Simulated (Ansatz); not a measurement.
Crystal: Al.

```
Al
1.0
     0.00000    2.02481    2.02481
     2.02481    0.00000    2.02481
     2.02481    2.02481    0.00000
Al
1
Direct
  0.00000 0.00000 0.00000
```

Program: Ansatz 0.2.0. Alike in all runs: potentials or basis Ansatz PAW; no spin polarisation; cell as given; cutoff (eV) 420; smearing fermi-dirac 0.05 eV. Hardware: 2 threads of Arm Neoverse V2 (shared host).

**Question.** Order these runs on this cell by their wall time, lowest first.
A. task band structure; level HSE03; k mesh 6 × 6 × 6; points for each segment of the path 4; mesh quality coarse
B. task single point; level PBEsol0; k mesh 6 × 6 × 6; mesh quality coarse
C. task band structure; level RPBE; k mesh 11 × 11 × 11; points for each segment of the path 14; mesh quality not flagged

**Answer.** C (0.5 s), B (2.1 s), A (24 s).

Caveats: some runs use coarse meshes.

Not every run made on this cell is shown here.
